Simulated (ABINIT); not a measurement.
The system is NaI.

```
I Na
1.0
     0.00000    3.23640    3.23640
     3.23640    0.00000    3.23640
     3.23640    3.23640    0.00000
I Na
1 1
Direct
  0.50000 0.50000 0.50000
  0.00000 0.00000 0.00000
```

Base run:

```yaml
Program: ABINIT 10.8.3 (patched build)
Functional: PBE
Potentials_or_basis: JTH PAW PBE v2.0
Cutoff: 1088 eV
k_mesh: 7 × 7 × 7
Occupations: fermi-dirac, width 0.05 eV
Spin: no spin polarisation
```

Its results: band gap on the k mesh 3.64 eV, direct.

Task: The run is repeated on the same cell with these changes: functional from PBE to r2SCAN; cutoff from 1088 eV to 1306 eV; fine-grid cutoff from 1687.11 eV to 1959.22 eV. What comes out?

Result: Band gap on the k mesh 4.42 eV, direct.

Caveats: spin-orbit coupling is left out, which moves the levels of the heavy elements.

Not every run made on this cell is shown here.
